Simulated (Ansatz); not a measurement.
# SnTe: stable or not

It was relaxed at this level from a cell as deposited in COD.

Method: DFT PBE, scalar-relativistic, plane waves, PAW (Ansatz). Settings of the last relaxation (2-atom cell): 420 eV, 10×10×10 k points, Gaussian smearing of 0.01 eV, no spin polarisation.

```cif
data_structure
_symmetry_space_group_name_H-M 'P 1'
_symmetry_Int_Tables_number 1
_cell_length_a 4.5342
_cell_length_b 4.5342
_cell_length_c 4.5342
_cell_angle_alpha 60.000
_cell_angle_beta 60.000
_cell_angle_gamma 60.000
_cell_volume 65.92
loop_
_atom_site_label
_atom_site_type_symbol
_atom_site_fract_x
_atom_site_fract_y
_atom_site_fract_z
_atom_site_occupancy
Sn1 Sn 0.00000 0.00000 0.00000 1
Te1 Te 0.50000 0.50000 0.50000 1
```

Formation energies are uncorrected and refer to the elements' standard structures at the same level. The references include grey tin.

**Question.** These tests were run: energy against the elements; phonons at Γ. What do they show?

**Answer.**

| test | result |
| --- | --- |
| energy against the elements | −0.288 eV/atom |
| phonons at Γ | imaginary modes down to 43i cm⁻¹ |

It fails one test: phonons at Γ. So it isn't even a local minimum.

These runs have no spin–orbit coupling, which can matter for Te. The reference form of Te is held partly by dispersion forces, which this level lacks. The run for the phonons used a 12×12×12 k mesh.
